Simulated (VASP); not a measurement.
A run of VASP 6.6.1 is set up as follows.

File INCAR:

```
SYSTEM = KBr
ALGO = Normal
EDIFF = 1E-7
EDIFFG = -0.01
ENCUT = 600
GGA = PS
IBRION = 2
ISIF = 2
ISMEAR = 0
LASPH = .True.
LCHARG = .False.
LREAL = .False.
LWAVE = .False.
NELM = 80
NSW = 40
PREC = Accurate
SIGMA = 0.03
```

File KPOINTS:

```
k-points
0
Gamma
  8 8 8
  0 0 0
```

Contents of POSCAR:

```
KBr                                     
1.0
    0.0000000000      3.3230539174      3.3230539174
    3.3230539174      0.0000000000      3.3230539174
    3.3230539174      3.3230539174      0.0000000000
  K               Br            
     1     1
Direct
     0.0000000000000000    0.0000000000000000    0.0000000000000000
     0.5000000000000000    0.5000000000000000    0.5000000000000000
```

Potentials or basis: VASP PAW PBE potentials, release 64 (K_sv, Br).

Run with:

```console
$ cat potpaw_PBE.64/K_sv/POTCAR potpaw_PBE.64/Br/POTCAR > POTCAR
$ mpirun -np 1 vasp_std > vasp.out
```

**Question.** Predict the band gap on the k mesh.

**Answer.** 4.23 eV, direct.

Final structure:
```
K Br
1.0
     0.00000    3.32305    3.32305
     3.32305    0.00000    3.32305
     3.32305    3.32305    0.00000
K Br
1 1
Direct
  0.00000 0.00000 0.00000
  0.50000 0.50000 0.50000
```

Caveat: the relaxation stopped at its first step, so nothing moved. A k mesh can miss the band edges.
